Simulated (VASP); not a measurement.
# GaN: G0W0 on PBE

GaN, F-43m (no. 216), 2 atoms in the cell. PBE, GW; PAW potentials Ga_d_GW, N_GW (PBE set).

GW scheme: G0W0; Iterations: 1; Orbital cutoff (eV): 450; Response cutoff (eV): 300; Frequency points: 48; Procedure: three steps, all bands.

## Input

INCAR.step1:
```
SYSTEM = GaN
  PREC = Accurate
  ENCUT = 450
  ISMEAR = 0
  SIGMA = 0.05
  LASPH = .TRUE.
  LREAL = .FALSE.
  GGA = PE
  ALGO = Normal
  EDIFF = 1E-8
  NELM = 150
  LWAVE = .TRUE.
  LCHARG = .FALSE.
```

INCAR.step2, as INCAR.step1 but for:
```
- ALGO = Normal
- NELM = 150
+ ALGO = Exact
+ NELM = 1
+ ISTART = 1
+ NBANDS = 520
+ LOPTICS = .TRUE.
```

INCAR.step3:
```
SYSTEM = GaN
  PREC = Accurate
  ENCUT = 450
  ISMEAR = 0
  SIGMA = 0.05
  LASPH = .TRUE.
  LREAL = .FALSE.
  GGA = PE
  ALGO = EVGW0
  NBANDS = 520
  NBANDSGW = 13
  ENCUTGW = 300
  NOMEGA = 48
  PRECFOCK = Fast
  ISTART = 1
  LWAVE = .FALSE.
  LCHARG = .FALSE.
  NELMGW = 1
```

KPOINTS:
```
k-points
0
Gamma
  2 2 2
```

POSCAR:
```
GaN
1.0
    0.0000000000      2.2535006075      2.2535006075
    2.2535006075      0.0000000000      2.2535006075
    2.2535006075      2.2535006075      0.0000000000
Ga N
1 1
Direct
    0.0000000000      0.0000000000      0.0000000000
    0.2500000000      0.2500000000      0.2500000000
```

Commands (each step's output is kept before the next begins):
```
cat potpaw_PBE.64/Ga_d_GW/POTCAR potpaw_PBE.64/N_GW/POTCAR > POTCAR
cp INCAR.step1 INCAR
mpirun -np 4 vasp_std > vasp.out
cp INCAR.step2 INCAR
mpirun -np 4 vasp_std > vasp.out
cp INCAR.step3 INCAR
mpirun -np 4 vasp_std > vasp.out
```

## Result

- Quasiparticle gap on the mesh (eV): 2.29
- Gap of the starting point on the mesh (eV): 1.49
- Quasiparticle gap at the zone centre (eV): 2.29
- Starting gap at the zone centre (eV): 1.49
- Correction of the gap between the band edges on the mesh (eV): 0.81
- Shift of the valence top (eV): -0.73
- Shift of the conduction bottom (eV): 0.08
- Z of the valence top at the zone centre: 0.75
- Static dielectric constant, RPA: 43.4

Levels near the gap:

| k point | band | start (eV) | quasiparticle (eV) |
|---|---|---|---|
| 0 0 0 | 6 | -8.17 | -10.58 |
| 0 0 0 | 7 | 5.72 | 4.99 |
| 0 0 0 | 8 | 5.72 | 4.99 |
| 0 0 0 | 9 | 5.72 | 4.99 |
| 0 0 0 | 10 | 7.21 | 7.28 |
| 0 0 0 | 11 | 15.45 | 15.56 |
| 0 0 0 | 12 | 15.45 | 15.56 |
| 0 0 0 | 13 | 15.45 | 15.56 |

Limits: the mesh is coarse: neither the gap nor the screening is converged.

VASP 6.6.1 took 11 s on 4 cores (Intel Xeon 6975P-C (Granite Rapids)), a shared host.
